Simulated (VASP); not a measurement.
# TiO2 (Anatase) (I4_1/amd) in VASP: single point with PBEsol

Aim: the single point of TiO2 (Anatase) with PBEsol.

Program: VASP 6.6.1. These are calculated values, not measurements. Logs are shortened: lines on timing, memory, paths and dates and some standing lists are left out, and cuts for length are marked.

### 1 The cell of the first run

It takes space group I4_1/amd (No. 141, tetragonal). The conventional cell has a = 3.769 Å, b = 3.769 Å, c = 9.555 Å, α = 90.00°, β = 90.00°, γ = 90.00°. Ti (site symmetry -4m2) has 6 O at 1.93 to 1.98 Å as nearest neighbours. O (site symmetry 2mm) has 3 Ti at 1.93 to 1.98 Å as nearest neighbours.

### 2 Single point, PBEsol (relaxed again under DFT PBEsol, scalar-relativistic, plane waves, PAW)

Contents of INCAR:

```
SYSTEM = TiO2
ALGO = Fast ; EDIFF = 1E-6
ENCUT = 520 ; GGA = PS
ISIF = 2 ; ISMEAR = 0
LASPH = .True. ; LCHARG = .False.
LREAL = .False. ; LWAVE = .False.
NBANDS = 33 ; NELM = 100
PREC = Accurate ; SIGMA = 0.02
```

Contents of KPOINTS:

```
k-points
0
Gamma
  10 10 10
  0 0 0
```

Contents of POSCAR:

```
TiO2
1.0
   -1.8846944605      1.8846944605      4.7773543165
    1.8846944605     -1.8846944605      4.7773543165
    1.8846944605      1.8846944605     -4.7773543165
Ti O
2 4
Direct
    0.0000000000      0.0000000000      0.0000000000
    0.7500000000      0.2500000000      0.5000000000
    0.2074864255      0.2074864255      0.0000000000
    0.9574864255      0.4574864255      0.5000000000
    0.5425135745      0.0425135745      0.5000000000
    0.7925135745      0.7925135745      0.0000000000
```

Potentials or basis: VASP PAW PBE potentials, release 64 (Ti_sv, O).

The run is started by

```sh
$ cat potpaw_PBE.64/Ti_sv/POTCAR potpaw_PBE.64/O/POTCAR > POTCAR
$ mpirun -np 1 vasp_std > vasp.out
```

OUTCAR:

```text
SYSTEM = TiO2
   EDIFF = 1E-6
   ENCUT = 520
   GGA = PS
   ISIF = 2
   ISMEAR = 0
   LASPH = .True.
   LREAL = .False.
   NELM = 100
   PREC = Accurate

 ion  position               nearest neighbor table
   1  0.000  0.000  0.000-   5 1.93   4 1.93   5 1.93   4 1.93   3 1.98   6 1.98
   2  0.750  0.250  0.500-   6 1.93   3 1.93   6 1.93   3 1.93   4 1.98   5 1.98
   3  0.207  0.207  0.000-   2 1.93   2 1.93   1 1.98
   4  0.957  0.457  0.500-   1 1.93   1 1.93   2 1.98
   5  0.543  0.043  0.500-   1 1.93   1 1.93   2 1.98
   6  0.793  0.793  0.000-   2 1.93   2 1.93   1 1.98

  LATTYP: Found a body centered tetragonal cell.
 ALAT       =     3.7693889210
 C/A-ratio  =     2.5348163411

  Lattice vectors:

 A1 = (  -1.8846944605,   1.8846944605,   4.7773543165)
 A2 = (   1.8846944605,  -1.8846944605,   4.7773543165)
 A3 = (   1.8846944605,   1.8846944605,  -4.7773543165)

Analysis of symmetry for initial positions (statically):
=====================================================================
 Subroutine PRICEL returns:
 Original cell was already a primitive cell.

 Routine SETGRP: Setting up the symmetry group for a
 body centered tetragonal supercell.

 Subroutine GETGRP returns: Found 16 space group operations
 (whereof  8 operations were pure point group operations)
 out of a pool of 16 trial point group operations.

The static configuration has the point symmetry D_2d.
 The point group associated with its full space group is D_4h.

Analysis of symmetry for dynamics (positions and initial velocities):
=====================================================================
 Subroutine PRICEL returns:
 Original cell was already a primitive cell.

 Routine SETGRP: Setting up the symmetry group for a
 body centered tetragonal supercell.

 Subroutine GETGRP returns: Found 16 space group operations
 (whereof  8 operations were pure point group operations)
 out of a pool of 16 trial point group operations.

The dynamic configuration has the point symmetry D_2d.
 The point group associated with its full space group is D_4h.

 Subroutine INISYM returns: Found 16 space group operations
 (whereof  8 operations are pure point group operations),
 and found     1 'primitive' translations

----------------------------------------------------------------------------------------

                                     Primitive cell

  volume of cell :      67.8780

  direct lattice vectors                    reciprocal lattice vectors
    -1.884694461  1.884694461  4.777354317     0.000000000  0.265294991  0.104660439
     1.884694461 -1.884694461  4.777354317     0.265294991  0.000000000  0.104660439
     1.884694461  1.884694461 -4.777354317     0.265294991  0.265294991  0.000000000

  length of vectors
     5.470581384  5.470581384  5.470581384     0.285193338  0.285193338  0.375183774

  position of ions in fractional coordinates (direct lattice)
     0.000000000  0.000000000  0.000000000
     0.750000000  0.250000000  0.500000000
     0.207486426  0.207486426  0.000000000
     0.957486426  0.457486426  0.500000000
     0.542513574  0.042513574  0.500000000
     0.792513574  0.792513574  0.000000000

  ion indices of the primitive-cell ions
   primitive index   ion index
                 1           1
                 2           2
                 3           3
                 4           4
                 5           5
                 6           6

----------------------------------------------------------------------------------------

 KPOINTS: k-points

Automatic generation of k-mesh.
 Grid dimensions read from file:
 generate k-points for:   10   10   10

 Generating k-lattice:

  Cartesian coordinates                     Fractional coordinates (reciprocal lattice)
     0.000000000  0.026529499  0.010466044     0.100000000 -0.000000000  0.000000000
     0.026529499  0.000000000  0.010466044    -0.000000000  0.100000000  0.000000000
     0.026529499  0.026529499  0.000000000     0.000000000  0.000000000  0.100000000

  Length of vectors
     0.028519334  0.028519334  0.037518377

  Shift w.r.t. Gamma in fractional coordinates (k-lattice)
     0.000000000  0.000000000  0.000000000

 Subroutine IBZKPT returns following result:
 ===========================================

 Found    102 irreducible k-points:

 Following reciprocal coordinates:
            Coordinates               Weight
  0.000000  0.000000  0.000000      1.000000
  0.100000 -0.000000  0.000000      8.000000
  0.200000 -0.000000  0.000000      8.000000
  0.300000  0.000000  0.000000      8.000000
  0.400000 -0.000000  0.000000      8.000000
  0.500000 -0.000000  0.000000      4.000000
[... 16 lines left out ...]
  0.300000  0.300000  0.000000      8.000000
  0.400000  0.300000  0.000000     16.000000
 [... further k-points ...]
   k-points           NKPTS =    102   k-points in BZ     NKDIM =    102   number of bands    NBANDS=     33
   number of dos      NEDOS =    301   number of ions     NIONS =      6
   total plane-waves  NPLWV =  74088
   dimension x,y,z NGX =    42 NGY =   42 NGZ =   42
   dimension x,y,z NGXF=    84 NGYF=   84 NGZF=   84
   ions per type =               2   4
   NGX,Y,Z   is equivalent  to a cutoff of  12.76, 12.76, 12.76 a.u.
   NGXF,Y,Z  is equivalent  to a cutoff of  25.53, 25.53, 25.53 a.u.
 SYSTEM =  TiO2
   PREC   = accura    normal or accurate (medium, high low for compatibility)
   ISTART =      0    job   : 0-new  1-cont  2-samecut
   ICHARG =      2    charge: 1-file 2-atom 10-const
   ISPIN  =      1    spin polarized calculation?
   LNONCOLLINEAR =      F non collinear calculations
   LSORBIT =      F    spin-orbit coupling
   LASPH  =      T    aspherical Exc in radial PAW
   ENCUT  =  520.0 eV  38.22 Ry    6.18 a.u.  10.17 10.17 10.17*2*pi/ulx,y,z
   NELM   =    100;   NELMIN=  2; NELMDL= -5     # of ELM steps
   EDIFF  = 0.1E-05   stopping-criterion for ELM
   LREAL  =      F    real-space projection
   EDIFFG = 0.1E-04   stopping-criterion for IOM
   NSW    =      0    number of steps for IOM
   IBRION =     -1    ionic relax: 0-MD 1-quasi-New 2-CG
   NFREE  =      0    steps in history (QN), initial steepest desc. (CG)
   ISIF   =      2    stress and relaxation
   ISYM   =      2    0-nonsym 1-usesym 2-fastsym
   POTIM  = 0.5000    time-step for ionic-motion
   TEBEG  =    0.0;   TEEND  =   0.0 temperature during run
   PSTRESS=    0.0 pullay stress
   NELECT =      48.0000    total number of electrons
   NUPDOWN=      -1.0000    fix difference up-down
   EMIN   =  10.00;   EMAX   =-10.00  energy-range for DOS
   EFERMI =   0.00;   METHOD = LEGACY
   ISMEAR =     0;   SIGMA  =   0.02  broadening in eV -4-tet -1-fermi 0-gaus
   EFERMI_NEDOS =   21; number of points for ismear=-14 and -15
   IALGO  =     68    algorithm
   IMIX   =      4    mixing-type and parameters
     AMIX     =   0.40;   BMIX     =  1.00
     AMIX_MAG =   1.60;   BMIX_MAG =  1.00
  volume/ion in A,a.u.               =      11.31        76.34
  Fermi-wavevector in a.u.,A,eV,Ry     =   1.458519  2.756201 28.943375  2.127278
  Thomas-Fermi vector in A             =   2.575194
   LORBIT       =      0    0 simple, 1 ext, 2 COOP (PROOUT), +10 PAW based schemes
   GGA     = PS    functional components
   LHFCALC =     F    Hartree Fock is set to
   AEXX    =    0.0000 exact exchange contribution
   IVDW    =     0    specifies the selected vdW correction
   LEPSILON=     F    determine dielectric tensor
   LRPA    =     F    only Hartree local field effects (RPA)
 non-spin polarized calculation
 RMM-DIIS sequential band-by-band and
 Gauss-broadening in eV      SIGMA  =   0.02
  energy-cutoff  :      520.00
  volume of cell :       67.88
 maximum number of plane-waves:      1846
 NGX is ok and might be reduce to    42
   NGX = 21   NGY = 21   NGZ = 21

 number of electron      47.9999993 magnetization

 Free energy of the ion-electron system (eV)
  ---------------------------------------------------
  ext. energy  EPLUGINS =         0.00000000
  ---------------------------------------------------
  free energy    TOTEN  =       -56.21748170 eV

  energy without entropy =      -56.21748170  energy(sigma->0) =      -56.21748170

 E-fermi :   3.4653     XC(G=0): -11.0349

 val. band max:        3.3050885473   @ k =  -0.4000   0.4000   0.0000
 cond. band min:       5.4038718923   @ k =   0.0000   0.0000   0.0000
 fundamental gap:      2.0987833451
 Fermi energy:         3.4652840598

 k-point     1 :       0.0000    0.0000    0.0000
  band No.  band energies     occupation
      1     -52.7906      2.00000
      2     -52.7283      2.00000
      3     -29.3830      2.00000
      4     -29.1341      2.00000
      5     -29.1341      2.00000
      6     -29.0611      2.00000
[... 25 lines left out ...]
     32       8.7312      0.00000
     33      10.5598      0.00000

 k-point     2 :       0.1000   -0.0000    0.0000
  band No.  band energies     occupation
      1     -52.7892      2.00000
      2     -52.7292      2.00000
      3     -29.3800      2.00000
      4     -29.1477      2.00000
      5     -29.1351      2.00000
      6     -29.0668      2.00000
[... 25 lines left out ...]
     32       8.7775      0.00000
     33      10.8350      0.00000
[... 754 lines left out ...]
     32      10.1693      0.00000
     33      13.5115      0.00000

 k-point    24 :       0.4000    0.3000    0.0000
  band No.  band energies     occupation
      1     -52.7630      2.00000
      2     -52.7482      2.00000
      3     -29.3391      2.00000
      4     -29.2989      2.00000
      5     -29.1845      2.00000
      6     -29.1511      2.00000
[... 25 lines left out ...]
     32       9.8840      0.00000
     33      10.8000      0.00000

 [... further k-points ...]

------------------------ aborting loop because EDIFF is reached ----------------------------------------

  FORCE on cell =-STRESS in cart. coord.  units (eV):
  Direction    XX          YY          ZZ          XY          YZ          ZX
  --------------------------------------------------------------------------------------
  -------------------------------------------------------------------------------------
  Total        0.2784557      0.2784557      0.3024041      0.0000000     -0.0000000      0.0000000
  in kB        6.5726020      6.5726020      7.1378733      0.0000000     -0.0000000      0.0000000
  external PRESSURE =       6.7610258 kB  Pullay stress =       0.0000000 kB

 VOLUME and BASIS-vectors are now :
 -----------------------------------------------------------------------------
  energy-cutoff  :      520.00
  volume of cell :       67.88
      direct lattice vectors                 reciprocal lattice vectors
    -1.884694461  1.884694461  4.777354317     0.000000000  0.265294991  0.104660439
     1.884694461 -1.884694461  4.777354317     0.265294991  0.000000000  0.104660439
     1.884694461  1.884694461 -4.777354317     0.265294991  0.265294991  0.000000000

 POSITION                                       TOTAL-FORCE (eV/Angst)
 -----------------------------------------------------------------------------------
      0.00000      0.00000      0.00000        -0.000000     -0.000000      0.000000
      0.00000      1.88469      2.38868        -0.000000     -0.000000     -0.000000
      0.00000      0.00000      1.98247        -0.000000      0.000000      0.020204
      0.00000      1.88469      4.37115         0.000000     -0.000000      0.020204
      0.00000      1.88469      0.40620         0.000000     -0.000000     -0.020204
      0.00000      0.00000      7.57224        -0.000000      0.000000     -0.020204
 -----------------------------------------------------------------------------------
    total drift:                               -0.000000     -0.000000      0.000000

  FREE ENERGIE OF THE ION-ELECTRON SYSTEM (eV)
  ---------------------------------------------------
  free  energy   TOTEN  =       -56.2174816979 eV

  energy  without entropy=      -56.2174816979  energy(sigma->0) =      -56.21748170
```

Run time: 17 min. Hardware: 1 thread of Intel Xeon Platinum 8375C at 2.90GHz (Ice Lake), shared host; peak memory 0.37 GiB.

Results:

| Item | Value |
| --- | --- |
| Free energy | -56.2175 eV |
| Pressure | 0.7 GPa |
| Largest force | 0.020 eV/Å |
| Band gap on the k mesh | 2.10 eV, indirect (least direct gap 2.42 eV) |

Forces in eV/Å, atoms in the order of the input:
```
Ti   0.000  0.000  0.000
Ti   0.000  0.000  0.000
O    0.000  0.000  0.020
O    0.000  0.000  0.020
O    0.000  0.000 -0.020
O    0.000  0.000 -0.020
```

Caveat: the PAW data sets were made with another functional, which shifts forces and pressure a little.
